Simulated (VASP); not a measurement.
# Ge: equation of state with LDA

Crystal: Ge.

```xyz
1
Lattice="1.3327 -2.6300 0.0000 1.3327 2.6300 0.0000 0.0000 0.0000 2.5959" Properties=species:S:1:pos:R:3 pbc="T T T"
Ge    1.3327    0.0000    0.0000
```

This isn't the form of Ge at room conditions, which is diamond.

```yaml
Program: VASP 6.6.1
Task: equation of state
Functional: LDA
Potentials_or_basis: VASP PAW LDA potentials, release 64 (Ge_d)
Cutoff: 520 eV
k_mesh: 10 × 10 × 8
Occupations: fermi-dirac, width 0.05 eV
Spin: no spin polarisation
```

The equilibrium volume is 18.20 Å³/atom, the bulk modulus at fixed shape and positions is 79 GPa and the pressure derivative of the bulk modulus is 3.3 (rough: it moves with the points fitted).

Energy against volume, from the lowest point:
| volume (Å³/atom) | energy (meV/atom) |
| --- | --- |
| 17.470 | 7.67 |
| 17.834 | 1.88 |
| 18.198 | 0.00 |
| 18.562 | 1.67 |
| 18.926 | 6.64 |

All runs of the series together: 87 s on 1 thread of Intel(R) Xeon(R) Platinum 8488C (Sapphire Rapids), on a shared host.

Caveat: the fit is doubtful: noisy points or a state that changes with volume; the cell was scaled at fixed shape and fractional positions, which overstates the stiffness of a crystal with free parameters, most of all of layers and chains.
